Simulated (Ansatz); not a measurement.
# SnO2 (I4/m) in Ansatz: relaxation of cell and atoms with BLYP+D3(BJ)

Aim: the relaxation of cell and atoms of SnO2 with BLYP+D3(BJ).

All numbers are computed with Ansatz 0.2.0; they aren't measurements. Logs are shortened: lines on timing, memory, paths and dates and some standing lists are left out, and cuts for length are marked.

**1. The structure**

It takes space group I4/m (No. 87, tetragonal). The conventional cell has a = 10.747 Å, b = 10.747 Å, c = 3.232 Å, α = 90.00°, β = 90.00°, γ = 90.00°. Sn (site symmetry m) has 6 O at 2.06 to 2.14 Å as nearest neighbours. Around O (site symmetry m) lie 3 Sn at 2.11 to 2.14 Å. O (site symmetry m) is surrounded by 3 Sn at 2.06 to 2.11 Å.

Measurements of this composition are mostly on another form, of space group No. 136.

**2. Relaxation of cell and atoms, BLYP+D3(BJ)**

input.yaml

```yaml
crystal:
  lattice:
    - [-5.37331, 5.37331, 1.616233]
    - [5.37331, -5.37331, 1.616233]
    - [5.37331, 5.37331, -1.616233]
  atoms:
    - { symbol: Sn, position: [0.3510765, 0.8310675, 0.182144] }
    - { symbol: Sn, position: [0.8310675, 0.6489235, 0.479991] }
    - { symbol: Sn, position: [0.1689325, 0.3510765, 0.520009] }
    - { symbol: Sn, position: [0.6489235, 0.1689325, 0.817856] }
    - { symbol: O, position: [0.2056015, 0.1549285, 0.36053] }
    - { symbol: O, position: [0.8450715, 0.2056015, 0.050673] }
    - { symbol: O, position: [0.7943985, 0.8450715, 0.63947] }
    - { symbol: O, position: [0.1549285, 0.7943985, 0.949327] }
    - { symbol: O, position: [0.1610445, 0.5429605, 0.704005] }
    - { symbol: O, position: [0.5429605, 0.8389555, 0.381916] }
    - { symbol: O, position: [0.4570395, 0.1610445, 0.618084] }
    - { symbol: O, position: [0.8389555, 0.4570395, 0.295995] }
hamiltonian:
  xc: blyp
  pseudopotentials: { kind: paw }
  dispersion: d3bj
kpoints:
  mp_grid: { grid: [9, 9, 9] }
scf:
  occupations: { method: fermi_dirac, width: 0.05 }
output:
  forces: true
  stress: true
  eigenvalues: true
  write_density: true
  write_potential: true
  elf: true
  volumetric_format: npy
relax:
  f_tol: 0.01
  max_steps: 40
  cell: { stress_tol: 0.05 }
```

Potentials or basis: Ansatz PAW.

Started as:

```console
$ ansatz run input.yaml --threads 4 --pin off --max-ram 11264MiB --backend cpu --events-out ev --progress --plain --runs-dir out
```

Log:

```text
Warning: RAYON_NUM_THREADS=4 ignored (pool sized by the plan → 4); use --threads N
basis.fft_grid_basis auto: the FFT boxes are laid along the combinations [[1, 1, 0], [0, 1, 0], [0, 0, 1]] of the cell's own vectors, 3.232, 7.769 and 7.769 Å long. The dense box has 24×54×54 points. Along the cell's own vectors, as sized, it would have 54×54×54, 2.25 times as many. Of the 8 symmetry operations that the crystal satisfies within crystal.symmetry.tolerance (time reversal apart; of a slab, those that keep its plane) the dense box along the cell's own vectors carries 8, and the one as laid loses 6 of those. basis.fft_grid_basis: typed keeps the cell's own vectors: state it where this run's energies or levels are differenced outside the engine with another run's, or held beside a run that keeps those vectors. Those combinations have planes normal to reciprocal vector 3, as the cell's own vectors have. Each planar average written beside output.write_density, output.write_potential has a row for each plane of the box: 54. The volumetric files lie along those combinations, not along the cell's own vectors: a cube or XSF file states them, and fields.json those of NumPy files.
Engine: ansatz 0.2.0, aarch64-unknown-linux-gnu
Pseudopotentials: kind: paw
Pseudopotential: Sn, paw, valence charge 14, recommended cutoff 420 eV (normal), Sn.paw.azcp
Pseudopotential: O, paw, valence charge 6, recommended cutoff 420 eV (normal), O.paw.azcp
Functional definition: BLYP
  parameter beta = 0.0042
  parameter a = 0.04918
  parameter b = 0.132
  parameter c = 0.2533
  parameter d = 0.349
  exchange = b88_x(beta = beta)
  correlation = lyp_c(a = a, b = b, c = c, d = d)
Crystal: 12 atoms, lattice volume = 186.658 Å³
Basis set: ecut = 420 eV, 3645 PW (Γ), FFT grids on a1+a2, a2, a3, exchange–correlation on 48×108×108 points (8 copies of the dense FFT grid, shifted against one another)
Bands: 64, of which v1, the nominal top of the filled ones, is band 52 counted from 1 (51 counted from 0)
Symmetry: 8 space group operations
Space group: I4/m (ITA 87), of the structure as read, at distance tolerance 5.7e-5 Å
k-points: 105 of 729
[... 125 lines left out ...]
  max |Σ_I F_I| component: 1.41e-18 eV/Å
--- Stress (GPa, compression-positive) ---
       -0.022448      -0.000000       0.000000
        0.000000      -0.022448       0.000000
        0.000000       0.000000       0.041711
  P = ⅓ Tr σ = -0.0011 GPa (-0.011 kbar)
--- Band table (eV; the first three rows and the last of 105) ---
  k-point 0: bands = ["-15.1194", "-15.1194", "-14.9753", "-14.5862", "-14.4830", "-14.4504", "-14.4420", "-14.4420", "-14.4417", "-14.4417", "-14.4056", "-14.3917", "-14.3505", "-14.3309", "-14.2795", "-14.2795", "-14.2754", "-14.2754", "-14.2260", "-14.2127", "-12.7002", "-11.8631", "-11.5427", "-11.5427", "-11.2032", "-10.3635", "-9.8734", "-9.8734", "-0.8733", "-0.4682", "-0.4682", "1.3583", "2.0460", "2.6276", "2.6276", "2.7746", "2.8548", "2.8548", "2.9316", "3.5556", "3.8493", "4.1698", "4.2539", "4.4979", "4.4979", "4.6934", "4.6934", "4.6945", "4.8496", "5.1598", "5.1598", "5.1863", "7.0644", "10.0012", "10.0012", "10.3164", "12.0879", "12.0879", "12.6027", "12.6718", "14.5268", "15.8018", "16.0175", "16.0175"]
  k-point 1: bands = ["-15.1310", "-15.1197", "-14.9552", "-14.5917", "-14.4829", "-14.4565", "-14.4421", "-14.4420", "-14.4414", "-14.4377", "-14.4052", "-14.3922", "-14.3510", "-14.3338", "-14.2796", "-14.2793", "-14.2754", "-14.2751", "-14.2256", "-14.2131", "-12.6881", "-11.9082", "-11.5255", "-11.5220", "-11.1879", "-10.4119", "-9.8692", "-9.8456", "-1.0011", "-0.4798", "-0.3022", "1.3707", "2.0313", "2.5659", "2.6274", "2.7365", "2.8560", "2.8833", "2.9872", "3.5882", "3.8261", "4.1587", "4.2475", "4.4935", "4.4978", "4.6409", "4.7005", "4.7043", "4.8470", "5.1018", "5.1591", "5.2323", "7.1579", "9.8401", "10.0207", "10.4223", "12.0836", "12.0979", "12.6053", "12.6635", "14.5132", "15.7133", "15.9943", "16.0787"]
  k-point 2: bands = ["-15.1528", "-15.1204", "-14.9088", "-14.6096", "-14.4827", "-14.4658", "-14.4423", "-14.4420", "-14.4405", "-14.4335", "-14.4040", "-14.3933", "-14.3522", "-14.3406", "-14.2799", "-14.2789", "-14.2753", "-14.2746", "-14.2243", "-14.2142", "-12.6532", "-12.0088", "-11.4982", "-11.4644", "-11.1503", "-10.5246", "-9.8582", "-9.7901", "-1.1841", "-0.5086", "-0.0114", "1.4011", "1.9930", "2.4846", "2.5324", "2.6272", "2.9492", "2.9942", "3.0552", "3.6453", "3.7605", "4.1184", "4.2492", "4.4841", "4.4976", "4.5148", "4.7206", "4.7281", "4.8395", "5.0262", "5.1589", "5.2733", "7.4035", "9.5432", "10.0697", "10.5609", "12.0765", "12.1303", "12.5704", "12.6716", "14.4869", "15.5805", "15.9596", "16.1154"]
  k-point 104: bands = ["-15.2675", "-14.9340", "-14.8073", "-14.7859", "-14.4755", "-14.4748", "-14.4526", "-14.4505", "-14.4311", "-14.4278", "-14.3987", "-14.3982", "-14.3538", "-14.3536", "-14.2931", "-14.2917", "-14.2680", "-14.2595", "-14.2195", "-14.2191", "-12.3189", "-12.1445", "-12.0902", "-11.0165", "-10.8893", "-10.8563", "-9.9788", "-9.6037", "-1.7151", "0.2055", "0.2557", "0.9217", "2.2066", "2.3053", "2.3607", "2.8963", "3.0363", "3.2728", "3.3258", "3.4074", "3.5010", "4.1072", "4.1248", "4.1719", "4.4692", "4.4863", "4.7016", "4.7153", "4.8034", "4.8073", "5.1880", "5.3313", "8.8204", "9.0386", "9.3213", "10.8248", "12.1574", "12.3411", "12.4685", "12.4855", "14.7010", "15.1389", "15.8628", "15.8936"]
--- Relaxed structure (5 steps of the walk, 4 accepted, 1 SCFs on fresh bases) ---
  F+E_penalty+E_count = -28719.87030412 eV   max|allowed force component| = 4.334e-3 eV/Å   (the final SCF, on the basis selected at the relaxed cell)
  cell:  # Å, volume = 187.2766 Å³
    - [-5.375327951974556, 5.375327951974556, 1.6203676550764028]
    - [5.375327951974556, -5.375327951974556, 1.6203676550764028]
    - [5.375327951974556, 5.375327951974556, -1.6203676550764028]
  atoms:
    - { symbol: Sn, position: [0.3508568320916451, 0.8327800334832656, 0.1836368655749108] }
    - { symbol: Sn, position: [0.8327800334832656, 0.6491431679083549, 0.4819232013916206] }
    - { symbol: Sn, position: [0.16721996651673438, 0.35085683209164514, 0.5180767986083795] }
    - { symbol: Sn, position: [0.649143167908355, 0.16721996651673438, 0.8163631344250895] }
    - { symbol: O, position: [0.2071738296172268, 0.15553621234189718, 0.362710041959124] }
    - { symbol: O, position: [0.8444637876581028, 0.2071738296172268, 0.05163761727532962] }
    - { symbol: O, position: [0.7928261703827733, 0.8444637876581027, 0.637289958040876] }
    - { symbol: O, position: [0.15553621234189716, 0.7928261703827733, 0.9483623827246704] }
    - { symbol: O, position: [0.15929713637341728, 0.5423819320032174, 0.7016790683766346] }
    - { symbol: O, position: [0.5423819320032173, 0.8407028636265828, 0.3830847956298001] }
    - { symbol: O, position: [0.4576180679967827, 0.15929713637341722, 0.6169152043701999] }
    - { symbol: O, position: [0.8407028636265828, 0.4576180679967827, 0.2983209316233655] }
```

rho_z.tsv:

```text
# z_ang	rho[e/angstrom^3]
# format = ansatz-planar-average/11
# lattice	-5.375327952	5.375327952	1.620367655
# lattice	5.375327952	-5.375327952	1.620367655
# lattice	5.375327952	5.375327952	-1.620367655
# sites	12
# site	50	3.577603632	-1.603386879	1.620367655
# site	50	1.603386879	3.577603632	1.620367655
# site	50	3.771941073	1.797724320	0.000000000
# site	50	1.797724320	6.978714831	0.000000000
# site	8	1.672116299	2.227254555	0.000000000
# site	8	-3.148073397	3.703211652	1.620367655
# site	8	3.703211652	3.148073397	1.620367655
# site	8	8.523401349	1.672116299	0.000000000
# site	8	5.830961519	1.712548700	0.000000000
# site	8	3.662779252	0.455633568	1.620367655
# site	8	1.712548700	4.919694384	0.000000000
# site	8	-0.455633568	3.662779252	1.620367655
0.000000	3.406840e-1
0.143938	3.485250e-1
0.287875	3.621664e-1
0.431813	3.622149e-1
0.575751	3.414844e-1
0.719689	3.149594e-1
[... 46 lines left out ...]
7.484762	3.621664e-1
7.628700	3.485250e-1
```

Wall time 1.9 min (4 threads of Arm Neoverse V2, shared host); peak memory 1.2 GiB.

Results:

| Item | Value |
| --- | --- |
| Free energy | -28719.8703 eV |
| Relaxed volume | 15.61 Å³/atom |
| Relaxed cell | a = 7.773 Å, b = 7.773 Å, c = 7.773 Å, α = 92.49°, β = 92.49°, γ = 155.93° |
| Space group after relaxing (to 0.05 Å) | I4/m (No. 87) |
| Energy gained by relaxing | 1.1 meV/atom |
| Ionic steps | 5 |
| Pressure after relaxing | 0.0 GPa |
| Largest force after relaxing | 0.005 eV/Å |
| Band gap on the k mesh | 1.73 eV, indirect (least direct gap 1.88 eV) |

Forces on the atoms (eV/Å):
```
Sn  -0.002  0.004  0.000
Sn  -0.004 -0.002  0.000
Sn   0.004  0.002  0.000
Sn   0.002 -0.004  0.000
O    0.001  0.002  0.000
O    0.002 -0.001  0.000
O   -0.001 -0.002  0.000
O   -0.002  0.001  0.000
O   -0.004  0.002  0.000
O   -0.002 -0.004  0.000
O    0.002  0.004  0.000
O    0.004 -0.002  0.000
```

The path:
```tsv
step	energy change (eV)	largest force (eV/Å)	volume (Å³)
1	0.0000	0.3008	186.66
2	-0.0094	0.0345	187.35
3	-0.0105	0.0417	187.19
4	-0.0104	0.0050	187.28
5	-0.0136	0.0049	187.28
```

Final structure:
```
CELL_PARAMETERS angstrom
-5.37533 5.37533 1.62037
5.37533 -5.37533 1.62037
5.37533 5.37533 -1.62037
ATOMIC_POSITIONS crystal
Sn 0.35086 0.83278 0.18364
Sn 0.83278 0.64914 0.48192
Sn 0.16722 0.35086 0.51808
Sn 0.64914 0.16722 0.81636
O 0.20717 0.15554 0.36271
O 0.84446 0.20717 0.05164
O 0.79283 0.84446 0.63729
O 0.15554 0.79283 0.94836
O 0.15930 0.54238 0.70168
O 0.54238 0.84070 0.38308
O 0.45762 0.15930 0.61692
O 0.84070 0.45762 0.29832
```

Caveat: odd divisions of the mesh miss points on the zone boundary, where band edges often lie, so the gap on the mesh can be too wide; the plane-wave basis is chosen anew once the cell has moved, so the energies of steps on either side of that aren't comparable; the pressure holds a Pulay correction of +0.8 GPa for the finite cutoff; spin-orbit coupling is left out, which moves the levels of the heavy elements; the PAW data sets come from PBE, with cores solved anew for the run's functional, which leaves a small shift of forces and pressure.
